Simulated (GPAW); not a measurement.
C:

```xyz
2
Lattice="0.0000 1.7834 1.7834 1.7834 0.0000 1.7834 1.7834 1.7834 0.0000" Properties=species:S:1:pos:R:3 pbc="T T T"
C     0.8917    0.8917    0.8917
C     0.0000    0.0000    0.0000
```

This isn't the form of C at room conditions, which is graphite.

Base run:

* Program: GPAW 26.7.0
* Functional: PBE
* Potentials or basis: GPAW PAW data sets (gpaw-data 1.2.1)
* Basis: fd
* Grid spacing: 0.2 Å
* k mesh: 10 × 10 × 10
* Occupations: fermi-dirac, width 0.05 eV
* Spin: no spin polarisation

Its results: band gap on the k mesh 4.18 eV, indirect (least direct gap 5.59 eV).

Q: The run is repeated on the same cell with these changes: basis from fd to lcao:dzp; grid spacing from 0.2 Å to 0.16 Å. What comes out?

A: Band gap on the k mesh 4.27 eV, indirect (least direct gap 5.63 eV).

Caveats: the basis of atomic orbitals isn't converged, which shifts pressures, moduli and gaps (some runs).

A k mesh can miss the band edges.
